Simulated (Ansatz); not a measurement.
Crystal: MnS.

```
Mn S
1.0
     3.95358    0.00000    0.00000
    -1.97679    3.42390    0.00000
     0.00000    0.00000    6.34253
Mn S
2 2
Cartesian
  1.9768 1.1413 3.1639
  0.0000 2.2826 6.3352
  0.0000 2.2826 3.9714
  1.9768 1.1413 0.8001
```

The cell is a database's computed one.

Base run:

| Item | Value |
| --- | --- |
| Program | Ansatz 0.2.0 |
| Functional | PBEsol |
| Potentials or basis | Ansatz PAW |
| Cutoff | 420 eV (not typed: the program's choice for these potentials) |
| k mesh | 7 × 7 × 4 |
| Occupations | fermi-dirac, width 0.05 eV |
| Spin | collinear spin, ferromagnetic start |
| Starting moments | [1.0, 1.0, 0.0, 0.0] μB |
| Fixed moment | 2 μB |

Its results: pressure -22.0 GPa; site moments Mn +1.02; S -0.07 μB; largest force 0.116 eV/Å.

The run is repeated on the same cell with these changes: fixed moment from 2 μB to 4 μB; moments at the start from [1.0, 1.0, 0.0, 0.0] to [2.0, 2.0, 0.0, 0.0]. What comes out?

Pressure -19.1 GPa; site moments Mn +1.97; S -0.11 μB; largest force 0.033 eV/Å.

Caveats: the total moment is fixed, so each spin has its own Fermi level; only a ferromagnetic start was run, and an antiferromagnetic order may lie lower in energy; the PAW data sets come from PBE, with cores solved anew for the run's functional, which leaves a small shift of forces and pressure; the thresholds are loose for stress.
